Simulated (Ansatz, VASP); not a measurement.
Pd: VASP beside Ansatz

```
CELL_PARAMETERS angstrom
0.00000 2.63893 2.63893
2.63893 0.00000 2.63893
2.63893 2.63893 0.00000
ATOMIC_POSITIONS crystal
Pd 0.87500 0.87500 0.87500
Pd 0.12500 0.12500 0.12500
```

Change from the starting cell: volume scaled by 0.8, PAW files.

Alike in both runs: task single point; functional PBEsol; k mesh 12 × 12 × 12; occupations fermi-dirac, width 0.05 eV; no spin polarisation.

```csv
,VASP,Ansatz
version,VASP 6.6.1,Ansatz 0.2.0
potentials or method,"VASP PAW PBE potentials, release 64 (Pd)","PAW with Ansatz's default frozen-core files, scalar-relativistic"
plane-wave cutoff (eV),520,420
valence electrons in the cell,20,36
```

VASP gave:

```
pressure (GPa) : 31.8
```

Question: Which values does Ansatz return?

Answer: Pressure (GPa): 33.7.

The two sets of potentials don't hold the same shells in valence.

Caveats: so large a pressure means that the cell lies far from this level's equilibrium, or that cutoff or potentials fall short (VASP); the potentials were made for another functional, which shifts forces and pressure (VASP).
